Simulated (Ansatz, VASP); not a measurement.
## TaN: VASP beside Ansatz

```
CELL_PARAMETERS angstrom
2.93800 0.00000 0.00000
-1.46900 2.54438 0.00000
0.00000 0.00000 2.88300
ATOMIC_POSITIONS crystal
Ta 0.36370 0.68890 0.50000
N 0.00000 0.00000 0.00000
```

Alike in both runs: task single point; functional PBE; k mesh 12 × 12 × 10; occupations fermi-dirac, width 0.02 eV; no spin polarisation.

|  | VASP | Ansatz |
| --- | --- | --- |
| version | VASP 6.6.1 | Ansatz 0.2.0 |
| potentials or method | VASP PAW PBE potentials, release 64 (Ta_pv, N), cutoff 520 eV | all-electron LAPW, scalar-relativistic |

|  | VASP | Ansatz | Ansatz less VASP |
| --- | --- | --- | --- |
| pressure (GPa) | 6.3 | 5.7 | -0.57 |
| largest component of the traceless stress (GPa) | 1.53 | 1.41 | -0.121 |
| rms of the force components (eV/Å) | 0.627 | 0.620 | -0.0077 |

Atom by atom the forces differ by 0.008 eV/Å (rms over components). Ansatz ran all-electron here, so the differences hold the error of VASP's frozen core and of both bases.

Caveats: forces of over 1 eV/Å show positions far from the minimum, so gaps and moduli don't describe the material at rest. Spin-orbit coupling is left out, which matters for the levels of Ta.
